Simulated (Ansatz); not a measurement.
Input of an Ansatz 0.2.0 run:

The input input.yaml:

```yaml
crystal:
  lattice: { a: 4.512, b: 4.512, c: 4.512, alpha: 90.0, beta: 90.0, gamma: 90.0 }
  space_group: 225
  reduce_to_primitive: true
  atoms:
    - { symbol: Hf, wyckoff: "4a", position: [0.0, 0.0, 0.0] }
    - { symbol: "N", wyckoff: "4b", position: [0.5, 0.0, 0.0] }
hamiltonian:
  xc: wpbeh
  pseudopotentials: { kind: paw, source: jth }
kpoints:
  mp_grid: { grid: [7, 7, 7] }
scf:
  occupations: { method: gaussian, width: 0.05 }
output:
  forces: true
  stress: true
  eigenvalues: true
```

Potentials or basis: JTH PAW.

The run is started by

```sh
$ ansatz run input.yaml --threads 1 --pin off --max-ram 2560MiB --backend cpu --events-out ev --progress --plain --runs-dir out
```

Problem. Estimate the pressure.

Solution. 2.1 GPa.

Problem. What does it give for the band gap on the k mesh?

Solution. None (metal or under the smearing width).

Caveat: the thresholds are loose for stress. The run has no spin-orbit coupling, so splittings on Hf are missing.
